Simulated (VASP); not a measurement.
# MoS2 (R-3m) in VASP: further runs, part 2 of 2

VASP 6.6.1. Earlier steps stand in the parts before.

### 3 Single point, PBE, spin-orbit coupling, no magnetisation

Input file INCAR:

```
PREC = Accurate
ENCUT = 350
EDIFF = 0.001
ISMEAR = 0
SIGMA = 0.02
LREAL = F
LASPH = T
NELM = 100
ALGO = Normal
ISIF = 2
LWAVE = F
LCHARG = F
MAGMOM = 0 0 0 0 0 0 0 0 0
LORBIT = 11
LSORBIT = T
GGA_COMPAT = F
LMAXMIX = 4
GGA = PE
NBANDS = 42
```

Input file KPOINTS:

```
regular mesh
0
Gamma
  6 6 6
```

Input file POSCAR:

```
MoS2
1.0
    1.5855000000      0.9153888518      6.1149966667
   -1.5855000000      0.9153888518      6.1149966667
    0.0000000000     -1.8307777036      6.1149966667
Mo S
1 2
Direct
    0.0000000000      0.0000000000      0.0000000000
    0.2500000000      0.2500000000      0.2500000000
    0.7500000000      0.7500000000      0.7500000000
```

Potentials or basis: VASP PAW PBE potentials, release 64 (Mo_sv, S).

Command:

```sh
$ cat potpaw_PBE.64/Mo_sv/POTCAR potpaw_PBE.64/S/POTCAR > POTCAR
$ mpirun -np 1 vasp_ncl > vasp.out
```

OUTCAR:

```text
PREC = Accurate
   ENCUT = 350
   EDIFF = 0.001
   ISMEAR = 0
   LREAL = F
   LASPH = T
   NELM = 100
   ISIF = 2
   LORBIT = 11
   LSORBIT = T
   GGA = PE

 Found     32 irreducible k-points:

 Following reciprocal coordinates:
            Coordinates               Weight
  0.000000  0.000000  0.000000      1.000000
  0.166667  0.000000  0.000000      6.000000
  0.333333 -0.000000  0.000000      6.000000
  0.500000  0.000000  0.000000      3.000000
  0.166667  0.166667  0.000000      6.000000
  0.333333  0.166667  0.000000     12.000000
   k-points           NKPTS =     32   k-points in BZ     NKDIM =     32   number of bands    NBANDS=     42
   number of dos      NEDOS =    301   number of ions     NIONS =      3
   total plane-waves  NPLWV =  64000
   dimension x,y,z NGX =    40 NGY =   40 NGZ =   40
   dimension x,y,z NGXF=    80 NGYF=   80 NGZF=   80
   ions per type =               1   2
   NGX,Y,Z   is equivalent  to a cutoff of  10.42, 10.42, 10.42 a.u.
   NGXF,Y,Z  is equivalent  to a cutoff of  20.84, 20.84, 20.84 a.u.
 SYSTEM =  unknown system
   PREC   = accura    normal or accurate (medium, high low for compatibility)
   ISTART =      0    job   : 0-new  1-cont  2-samecut
   ICHARG =      2    charge: 1-file 2-atom 10-const
   ISPIN  =      1    spin polarized calculation?
   LNONCOLLINEAR =      T non collinear calculations
   LSORBIT =      T    spin-orbit coupling
   LASPH  =      T    aspherical Exc in radial PAW
   ENCUT  =  350.0 eV  25.72 Ry    5.07 a.u.   9.74  9.74  9.74*2*pi/ulx,y,z
   NELM   =    100;   NELMIN=  2; NELMDL= -5     # of ELM steps
   EDIFF  = 0.1E-02   stopping-criterion for ELM
   LREAL  =      F    real-space projection
   EDIFFG = 0.1E-01   stopping-criterion for IOM
   NSW    =      0    number of steps for IOM
   IBRION =     -1    ionic relax: 0-MD 1-quasi-New 2-CG
   NFREE  =      0    steps in history (QN), initial steepest desc. (CG)
   ISIF   =      2    stress and relaxation
   ISYM   =      2    0-nonsym 1-usesym 2-fastsym
   POTIM  = 0.5000    time-step for ionic-motion
   TEBEG  =    0.0;   TEEND  =   0.0 temperature during run
   PSTRESS=    0.0 pullay stress
   NELECT =      26.0000    total number of electrons
   NUPDOWN=      -1.0000    fix difference up-down
   EMIN   =  10.00;   EMAX   =-10.00  energy-range for DOS
   EFERMI =   0.00;   METHOD = LEGACY
   ISMEAR =     0;   SIGMA  =   0.02  broadening in eV -4-tet -1-fermi 0-gaus
   EFERMI_NEDOS =   21; number of points for ismear=-14 and -15
   IALGO  =     38    algorithm
   IMIX   =      4    mixing-type and parameters
     AMIX     =   0.40;   BMIX     =  1.00
     AMIX_MAG =   1.60;   BMIX_MAG =  1.00
  volume/ion in A,a.u.               =      17.75       119.78
  Fermi-wavevector in a.u.,A,eV,Ry     =   1.289118  2.436081 22.610522  1.661826
  Thomas-Fermi vector in A             =   2.421031
   LORBIT       =     11    0 simple, 1 ext, 2 COOP (PROOUT), +10 PAW based schemes
   GGA     = PE    functional components
   LHFCALC =     F    Hartree Fock is set to
   AEXX    =    0.0000 exact exchange contribution
   IVDW    =     0    specifies the selected vdW correction
   LEPSILON=     F    determine dielectric tensor
   LRPA    =     F    only Hartree local field effects (RPA)
 Gauss-broadening in eV      SIGMA  =   0.02
  energy-cutoff  :      350.00
  volume of cell :       53.25
 maximum number of plane-waves:      1610
   NGX = 19   NGY = 19   NGZ = 19

 number of electron      26.0000000 magnetization       0.0000000      0.0000000      0.0000000

 number of electron      26.0000007 magnetization       0.0000000     -0.0000000     -0.0000000

 number of electron      26.0000007 magnetization      -0.0000000      0.0000000      0.0000000

 Free energy of the ion-electron system (eV)
  ---------------------------------------------------
  ext. energy  EPLUGINS =         0.00000000
  ---------------------------------------------------
  free energy    TOTEN  =       -21.06528822 eV

  energy without entropy =      -21.06509191  energy(sigma->0) =      -21.06519007

 E-fermi :   7.6427     XC(G=0): -10.8248

 val. band max:        7.5800393699   @ k =   0.3333   0.3333   0.3333
 cond. band min:       7.6563889241   @ k =  -0.3333   0.5000   0.3333
 fundamental gap:      0.0763495542
 Fermi energy:         7.6427112742

 k-point     1 :       0.0000    0.0000    0.0000
  band No.  band energies     occupation
      1     -53.9970      1.00000
      2     -53.9970      1.00000
      3     -29.6601      1.00000
      4     -29.6601      1.00000
      5     -27.2641      1.00000
      6     -27.2641      1.00000
[... 235 lines left out ...]
     37      16.4121      0.00000
     38      16.4121      0.00000

 [... further k-points ...]

 [bands above 38 left out]

------------------------ aborting loop because EDIFF is reached ----------------------------------------

  FORCE on cell =-STRESS in cart. coord.  units (eV):
  Direction    XX          YY          ZZ          XY          YZ          ZX
  --------------------------------------------------------------------------------------
  -------------------------------------------------------------------------------------
  Total        1.9124288      1.9124288      3.1329528      0.0000000     -0.0000000      0.0000000
  in kB       57.5408811     57.5408811     94.2638342      0.0000000     -0.0000000      0.0000000
  external PRESSURE =      69.7818655 kB  Pullay stress =       0.0000000 kB

 VOLUME and BASIS-vectors are now :
 -----------------------------------------------------------------------------
  energy-cutoff  :      350.00
  volume of cell :       53.25
      direct lattice vectors                 reciprocal lattice vectors
     1.585500000  0.915388852  6.114996667     0.315357931  0.182071986  0.054510796
    -1.585500000  0.915388852  6.114996667    -0.315357931  0.182071986  0.054510796
     0.000000000 -1.830777704  6.114996667     0.000000000 -0.364143973  0.054510796

 POSITION                                       TOTAL-FORCE (eV/Angst)
 -----------------------------------------------------------------------------------
      0.00000      0.00000      0.00000         0.000000     -0.000000      0.000000
      0.00000      0.00000      4.58625         0.000000     -0.000000     -0.943015
      0.00000      0.00000     13.75874         0.000000      0.000000      0.943015
 -----------------------------------------------------------------------------------
    total drift:                                0.000000      0.000000     -0.000000

  FREE ENERGIE OF THE ION-ELECTRON SYSTEM (eV)
  ---------------------------------------------------
  free  energy   TOTEN  =       -21.0652882224 eV

  energy  without entropy=      -21.0650919129  energy(sigma->0) =      -21.06519007

 Spin-Orbit-Coupling matrix elements

 Ion:    1  E_soc:     -0.1940892
 l=   1
     0.0000000    -0.0293316    -0.0292100
    -0.0293316     0.0000000    -0.0293316
    -0.0292100    -0.0293316     0.0000000
 l=   2
     0.0000000    -0.0005230     0.0000000    -0.0005230    -0.0027303
    -0.0005230     0.0000000    -0.0019685    -0.0004123    -0.0005230
     0.0000000    -0.0019685     0.0000000    -0.0019685     0.0000000
    -0.0005230    -0.0004123    -0.0019685     0.0000000    -0.0005230
    -0.0027303    -0.0005230     0.0000000    -0.0005230     0.0000000
 l=   3
     0.0000000     0.0000000     0.0000000     0.0000000     0.0000000     0.0000000     0.0000000
     0.0000000     0.0000000     0.0000000     0.0000000     0.0000000     0.0000000     0.0000000
     0.0000000     0.0000000     0.0000000     0.0000000     0.0000000     0.0000000     0.0000000
     0.0000000     0.0000000     0.0000000     0.0000000     0.0000000     0.0000000     0.0000000
[... 29 lines left out ...]
 l=   2
     0.0000000     0.0000000     0.0000000     0.0000000     0.0000000
     0.0000000     0.0000000     0.0000000     0.0000000     0.0000000
     0.0000000     0.0000000     0.0000000     0.0000000     0.0000000
     0.0000000     0.0000000     0.0000000     0.0000000     0.0000000
     0.0000000     0.0000000     0.0000000     0.0000000     0.0000000
 l=   3
     0.0000000     0.0000000     0.0000000     0.0000000     0.0000000     0.0000000     0.0000000
     0.0000000     0.0000000     0.0000000     0.0000000     0.0000000     0.0000000     0.0000000
     0.0000000     0.0000000     0.0000000     0.0000000     0.0000000     0.0000000     0.0000000
     0.0000000     0.0000000     0.0000000     0.0000000     0.0000000     0.0000000     0.0000000
     0.0000000     0.0000000     0.0000000     0.0000000     0.0000000     0.0000000     0.0000000
     0.0000000     0.0000000     0.0000000     0.0000000     0.0000000     0.0000000     0.0000000
     0.0000000     0.0000000     0.0000000     0.0000000     0.0000000     0.0000000     0.0000000

 total charge

# of ion       s       p       d       tot
------------------------------------------
    1        2.304   6.237   3.945  12.487
    2        1.367   2.348   0.000   3.715
    3        1.367   2.348   0.000   3.715
--------------------------------------------------
tot          5.038  10.934   3.945  19.917

 magnetization (x)

# of ion       s       p       d       tot
------------------------------------------
    1       -0.000   0.000   0.000   0.000
    2        0.000   0.000   0.000   0.000
    3        0.000   0.000   0.000   0.000
--------------------------------------------------
tot         -0.000   0.000   0.000   0.000

 magnetization (y)

# of ion       s       p       d       tot
------------------------------------------
    1        0.000   0.000   0.000   0.000
    2        0.000   0.000   0.000   0.000
    3        0.000   0.000   0.000   0.000
--------------------------------------------------
tot          0.000   0.000   0.000   0.000

 magnetization (z)

# of ion       s       p       d       tot
------------------------------------------
    1        0.000   0.000   0.000   0.000
    2        0.000   0.000   0.000   0.000
    3        0.000   0.000   0.000   0.000
--------------------------------------------------
tot          0.000   0.000   0.000   0.000
```

Run time: 3.2 min. Hardware: 1 thread of Intel Xeon Platinum 8559C (Emerald Rapids), shared host; peak memory 0.48 GiB.

The run converged, but some of its settings lie outside the range that counts as converged, so its numbers aren't taken as properties of the crystal.

What came out:

```yaml
Free_energy: -21.0653 eV
Pressure: 7.0 GPa
Largest_force: 0.943 eV/Å
Valence_electrons_inside_the_program's_atomic_spheres: Mo 12.49; S 3.71
```

Caveat: the k mesh is coarse (spacing up to 0.39 Å⁻¹), so the values aren't converged; the cell's inner coordinates are idealised or old, which leaves forces on the atoms.
